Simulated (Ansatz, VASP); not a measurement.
## NaCl in VASP and in Ansatz

The input INCAR:

```
SYSTEM = NaCl
PREC = Accurate
ENCUT = 520
EDIFF = 1E-6
ISMEAR = 0
SIGMA = 0.05
LREAL = .False.
LASPH = .True.
NELM = 80
ALGO = Normal
ISIF = 2
LWAVE = .False.
LCHARG = .False.
GGA = PS
NBANDS = 14
```

The input KPOINTS:

```
regular mesh
0
Gamma
  10 10 10
  0 0 0
```

File POSCAR:

```
NaCl
1.0
    3.3922950683      0.0000000000      0.0000000000
    0.0000000000      3.3922950683      0.0000000000
    0.0000000000      0.0000000000      3.3922950683
Na Cl
1 1
Direct
    0.0000000000      0.0000000000      0.0000000000
    0.5000000000      0.5000000000      0.5000000000
```

Input for Ansatz:

```yaml
crystal:
  lattice:
    - [3.3922950683, 0.0, 0.0]
    - [0.0, 3.3922950683, 0.0]
    - [0.0, 0.0, 3.3922950683]
  atoms:
    - { symbol: Na, position: [0.0, 0.0, 0.0] }
    - { symbol: Cl, position: [0.5, 0.5, 0.5] }
basis:
  ecutwfc: 420
  ecutrho_ratio: 4
kpoints:
  mp_grid: { grid: [10, 10, 10] }
hamiltonian:
  xc: pbesol
scf:
  occupations: { method: gaussian, width: 0.05 }
output:
  forces: true
  stress: true
  eigenvalues: true
```

Alike in both runs: task single point; functional PBEsol; k mesh 10 × 10 × 10; occupations gaussian, width 0.05 eV; no spin polarisation.

```csv
,VASP,Ansatz
version,VASP 6.6.1,Ansatz 0.2.0
potentials or method,"VASP PAW PBE potentials, release 64 (Na_pv, Cl)","scalar-relativistic, plane waves, PAW"
plane-wave cutoff (eV),520,420
valence electrons in the cell,14,16
```

Ansatz gave:

* gap on the k mesh at the Fermi level (eV): 4.17
* least direct gap on the mesh (eV): 4.75
* pressure (GPa): 1.5

Question: Which values does VASP return?

Answer: gap on the k mesh at the Fermi level (eV): 4.16; least direct gap on the mesh (eV): 4.75; pressure (GPa): 1.6.

The functional is the same, so the differences come from potentials, cutoffs and numerics. The two sets of potentials don't hold the same shells in valence.

Caveats: the PAW data sets were made with another functional, which shifts forces and pressure a little (VASP). A k mesh can miss the band edges. PBEsol gaps usually lie below the measured ones, often by a third to a half.
